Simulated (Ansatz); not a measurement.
SiO2: strain energy, fitted

SiO2, I-42d, a = 4.929 Å, c = 7.289 Å. This isn't the usual stable structure of the compound. Ansatz: LDA, PAW, 420 eV, Γ-centred 6×6×4 mesh on 12 atoms, Gaussian smearing 0.02 eV; no spin polarisation. Series: uniaxial strain along c, with a, b and atoms relaxed; x is the strain in per cent. y is the free energy over the unstrained cell, V0 = 14.756 Å³/atom.

| x (%) | y (meV/atom) |
| --- | --- |
| -4.5 | 6.29 |
| -3.0 | 2.81 |
| -1.5 | 0.75 |
| 0.0 | 0.00 |
| 1.5 | 0.85 |
| 3.0 | 3.35 |
| 4.5 | ? |

Task: Fit y = c2 x² + c3 x³ to the other rows, turn c2 into a modulus, and predict the missing energy.

Result: Least squares on the rows shown. y = 0.3464 x² + 0.008280 x³. In eV per unit strain² c2 is 3.464; this is Young's modulus along the axis (E = ½ Y V0 ε²): 2 × 3.464 × 160.2 / (14.756) = 75 GPa. The unstrained cell keeps some stress along the strain, worth a slope of 0.03 meV/atom per %, which the form leaves out. At x = 4.5 the fit asked for gives 7.77 meV/atom. The run gave 7.55 meV/atom, so the fit is 0.22 meV/atom too high, 2.9 % of the span of the series, against an rms of 0.04 meV/atom on the fitted rows. The row lies outside the fitted range. With a term in x⁴ added, a fit to the same known rows predicts 8.06 meV/atom, further off still.